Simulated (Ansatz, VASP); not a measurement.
## SiNi2: VASP beside Ansatz

```
Si Ni
1.0
     3.91075    0.00000    0.00000
    -1.95538    3.38681    0.00000
     0.00000    0.00000    4.99207
Si Ni
2 4
Direct
  0.33333 0.66667 0.75000
  0.66667 0.33333 0.25000
  0.00000 0.00000 0.00000
  0.00000 0.00000 0.50000
  0.33333 0.66667 0.25000
  0.66667 0.33333 0.75000
```

Alike in both runs: functional PBE; k mesh 6 × 6 × 4; occupations gaussian, width 0.1 eV; no spin polarisation.

Ansatz relaxed the structure, and its values are those at the end. VASP's run is a single point on that final structure, the one shown.

```csv
,VASP,Ansatz
version,VASP 6.6.1,Ansatz 0.2.0
potentials or method,"VASP PAW PBE potentials, release 64 (Si, Ni)","scalar-relativistic, plane waves, PAW"
plane-wave cutoff (eV),520,420
valence electrons in the cell,48,80
```

```tsv
	VASP	Ansatz	Ansatz less VASP
gap on the k mesh at the Fermi level (eV)	none	none	-
pressure (GPa)	0.1	0.0	-0.05
```

A gap of «none» marks a metal or a gap that the smearing closes. The two sets of potentials don't hold the same shells in valence.

Spin polarisation is off, so any magnetic state and its effect on volume and gap are missing.
